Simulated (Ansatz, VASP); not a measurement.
# AlH5 in VASP and in Ansatz

```
Al H
1.0
     3.50789    0.00000    0.00000
    -1.75394    3.03792    0.00000
     0.00000    0.00000    2.73190
Al H
1 5
Cartesian
  0.0000 0.0000 0.0000
  1.7539 0.0000 1.3659
  0.8770 1.5190 1.3659
  -0.8770 1.5190 1.3659
  0.0000 2.0253 0.0000
  1.7539 1.0126 0.0000
```

Change from the starting cell: species swapped into the PrPt5 type (P6/mmm, No. 191).

Alike in both runs: functional PBE; k mesh 12 × 12 × 14; occupations gaussian, width 0.1 eV; no spin polarisation.

Ansatz relaxed the structure, and its values are those at the end. VASP's run is a single point on that final structure, the one shown.

```csv
,VASP,Ansatz
version,VASP 6.6.1,Ansatz 0.2.0
potentials or method,"VASP PAW PBE potentials, release 64 (Al, H)","scalar-relativistic, plane waves, PAW"
plane-wave cutoff (eV),520,420
valence electrons in the cell,8,8
```

```csv
,VASP,Ansatz,Ansatz less VASP
gap on the k mesh at the Fermi level (eV),none,none,-
pressure (GPa),-0.3,0.0,+0.28
```

A gap of «none» marks a metal or a gap that the smearing closes. With one functional, cell and mesh, what is left measures potentials, basis and numerics.
